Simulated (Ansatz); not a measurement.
Relaxing Al2Cu

All numbers below come from DFT r2SCAN, scalar-relativistic, plane waves, PAW in Ansatz 0.2.0. Settings: 500 eV cutoff, 10×10×6 k-mesh, Gaussian smearing of 0.10 eV, no spin polarisation.

What was changed: uniaxial strain along a, with b, c and atoms relaxed: +2.0 %.

Command:

```bash
ansatz run input.yaml --threads 1 --pin off --max-ram 2560MiB --backend cpu --events-out ev --progress --plain --runs-dir out
```

Input:

```yaml
crystal:
  lattice:
    - [2.924414972, 2.924414972, 0.0]
    - [-2.8527381344, 2.8527381344, 0.0]
    - [0.0, 0.0, 5.7054762688]
  atoms:
    - { symbol: Al, position: [0.5, 0.0, 0.25] }
    - { symbol: Al, position: [0.0, 0.5, 0.25] }
    - { symbol: Al, position: [0.0, 0.5, 0.75] }
    - { symbol: Al, position: [0.5, 0.0, 0.75] }
    - { symbol: Cu, position: [0.0, 0.0, 0.5] }
    - { symbol: Cu, position: [0.5, 0.5, 0.0] }
basis:
  ecutwfc: 500
kpoints:
  mp_grid: { grid: [10, 10, 6] }
hamiltonian:
  xc: r2scan
scf:
  occupations: { method: gaussian, width: 0.1 }
output:
  forces: true
  stress: true
  eigenvalues: true
relax:
  adjacent_minimum: "off"
  f_tol: 0.008
  max_steps: 40
  cell: { stress_tol: 0.015, fix: [a, angles] }
```

F is the free energy. Steps run on the plane waves of an earlier cell, but the last one, and at times one on the way, on a freshly chosen basis, so a repeated geometry can differ a little in energy. The held parts of the cell keep their stress, so P needn't end at zero.

Steps:

| step | F − F(1) (eV) | largest force component (eV/Å) | V (Å³/atom) | P (GPa) |
| --- | --- | --- | --- | --- |
| 1 | 0.0000 | 0.107 | 15.866 | -0.98 |
| 2 | -0.0048 | 0.047 | 15.866 | -1.00 |
| 3 | -0.0053 | 0.005 | 15.888 | -1.15 |
| 4 | -0.0053 | 0.000 | 15.889 | -1.15 |
| 5 | -0.0053 | 0.000 | 15.889 | -1.15 |

Relaxed structure:

```
CELL_PARAMETERS angstrom
2.92441 2.92441 0.00000
-2.87124 2.87124 0.00000
0.00000 0.00000 5.67671
ATOMIC_POSITIONS crystal
Al 0.50000 0.00000 0.25142
Al 0.00000 0.50000 0.24858
Al 0.00000 0.50000 0.75142
Al 0.50000 0.00000 0.74858
Cu 0.00000 0.00000 0.50000
Cu 0.50000 0.50000 0.00000
```

Symmetry: Immm, No. 71, orthorhombic system. The conventional cell has a = 4.061 Å, b = 4.136 Å, c = 5.677 Å, α = 90.00°, β = 90.00°, γ = 90.00°. Al (site symmetry mm2) has 4 Cu at 2.48 to 2.50 Å and 6 Al at 2.82 to 2.90 Å as nearest neighbours. Cu (site symmetry mmm) has 8 Al at 2.48 to 2.50 Å as nearest neighbours.

The run converged. It took 4 min on 1 thread of Intel(R) Xeon(R) Processor @ 2.70GHz, on a shared host, peak memory 0.83 GiB.